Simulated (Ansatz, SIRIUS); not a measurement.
Given: the input of a run of SIRIUS 7.10.0 on Pb. Atoms were shifted at random by some hundredths of an Å from the given cell, which wasn't relaxed again for these runs. This isn't the form of Pb at room conditions, which is fcc.

File sirius.json:

```json
{
  "control": {
    "processing_unit": "cpu",
    "verbosity": 2,
    "num_bands_to_print": 22,
    "print_forces": true,
    "print_stress": true
  },
  "parameters": {
    "electronic_structure_method": "pseudopotential",
    "xc_functionals": ["XC_GGA_X_PBE_SOL", "XC_GGA_C_PBE_SOL"],
    "gk_cutoff": 7.5,
    "pw_cutoff": 15.0,
    "ngridk": [9, 9, 5],
    "shiftk": [0, 0, 0],
    "smearing": "fermi_dirac",
    "smearing_width": 0.0018374661,
    "num_bands": 22,
    "num_mag_dims": 0,
    "num_dft_iter": 100,
    "energy_tol": 1e-08,
    "density_tol": 1e-06
  },
  "iterative_solver": {
    "type": "davidson",
    "min_tolerance": 1e-09,
    "tolerance_scale": [0.1, 0.25]
  },
  "mixer": {
    "type": "anderson",
    "beta": 0.7,
    "max_history": 8
  },
  "settings": {
    "tol_ne": 1e-10,
    "pseudo_grid_cutoff": 6.5
  },
  "unit_cell": {
    "lattice_vectors": [
      [6.576246913698, 0.0, 0.0],
      [-3.288123456849, 5.695196888878, 0.0],
      [0.0, 0.0, 10.563569036658]
    ],
    "atom_coordinate_units": "lattice",
    "atom_types": ["Pb"],
    "atom_files": {
      "Pb": "Pb.json"
    },
    "atoms": {
      "Pb": [
        [0.67832, 0.351853, 0.746395],
        [0.342519, 0.6872, 0.256244]
      ]
    }
  }
}
```

Potentials or basis: PseudoDojo 0.4.1 PBEsol standard (scalar relativistic).

Launch:

```bash
$ upf_to_json Pb.upf
$ OMP_NUM_THREADS=1 sirius.scf --input=sirius.json --output=out.json --task=0
```

Task: Translate it to Ansatz 0.2.0. Potentials or basis there: all-electron LAPW, scalar-relativistic.

Result: As run (cutoffs and basis follow the program's own potentials, and thresholds, step limits or extra output files can differ):

Contents of input.yaml:

```yaml
crystal:
  lattice:
    - [3.48, 0.0, 0.0]
    - [-1.74, 3.0137684052, 0.0]
    - [0.0, 0.0, 5.59]
  atoms:
    - { symbol: Pb, position: [0.67832, 0.351853, 0.746395] }
    - { symbol: Pb, position: [0.342519, 0.6872, 0.256244] }
kpoints:
  mp_grid: { grid: [9, 9, 5] }
scf:
  occupations: { method: fermi_dirac, width: 0.05 }
hamiltonian:
  xc: pbesol
  pseudopotentials: { kind: all_electron, lapw: { basis_error: 0.001 } }
output:
  forces: true
  stress: true
  eigenvalues: true
  populations: true
```

Potentials or basis: all-electron LAPW, scalar-relativistic.

Launch:

```bash
$ ansatz run input.yaml --threads 1 --pin off --max-ram 3072MiB --backend cpu --events-out ev --progress --plain --runs-dir out
```

Both were run:

|  | SIRIUS | Ansatz |
| --- | --- | --- |
| Pressure | 1.2 GPa | 1.1 GPa |
| Largest force | 0.080 eV/Å | 0.076 eV/Å |

Where Ansatz's input types no cutoff or centring, it takes its own default and a Γ-centred mesh.

Pressure is positive in compression.
